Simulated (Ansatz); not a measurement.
# Sn: the cost of one run

Program: Ansatz 0.2.0. Level of theory: DFT PBE, scalar-relativistic, plane waves, PAW. These are calculated values, not measurements.

## 1. Starting point

It takes space group Fd-3m (No. 227, cubic). Conventional cell: a = 6.656 Å, b = 6.656 Å, c = 6.656 Å, α = 90.00°, β = 90.00°, γ = 90.00°. Sn (site symmetry -43m) has 4 Sn at 2.88 Å as nearest neighbours.

As a file:

```cif
data_structure
_symmetry_space_group_name_H-M 'Fd-3m:1'
_symmetry_Int_Tables_number 227
_cell_length_a 6.6563
_cell_length_b 6.6563
_cell_length_c 6.6563
_cell_angle_alpha 90.000
_cell_angle_beta 90.000
_cell_angle_gamma 90.000
_cell_volume 294.92
loop_
_atom_site_label
_atom_site_type_symbol
_atom_site_symmetry_multiplicity
_atom_site_Wyckoff_symbol
_atom_site_fract_x
_atom_site_fract_y
_atom_site_fract_z
_atom_site_occupancy
Sn1 Sn 8 a 0.50000 0.00000 0.50000 1
```

It is the result of an earlier relaxation at this level (volume 36.86 Å³/atom; gap on the mesh: none (metal)).

## 2. The bulk in the cell of the plane

input.yaml

```yaml
crystal:
  lattice:
    - [4.7067116633, 0.0, 0.0]
    - [0.0, 6.6562954684, 0.0]
    - [2.3533558316, 3.3281477342, 2.3533558316]
  atoms:
    - { symbol: Sn, position: [0.0, 0.5, 0.0] }
    - { symbol: Sn, position: [0.5, 0.75, 0.0] }
basis:
  ecutwfc: 420
kpoints:
  mp_grid: { grid: [8, 5, 15] }
hamiltonian:
  xc: pbe
scf:
  occupations: { method: gaussian, width: 0.1 }
output:
  forces: true
  stress: true
  eigenvalues: true
  write_density: true
  write_potential: true
  elf: true
  volumetric_format: npy
```

The run is started by

```bash
$ ansatz run input.yaml --threads 1 --pin off --max-ram 2560MiB --backend cpu --events-out ev --progress --plain --runs-dir out
```

What time and memory should one allow on 1 thread of Intel Xeon at 2.50GHz (Skylake/Cascade Lake), shared host?

About 32 s, with a peak of 0.49 GiB.
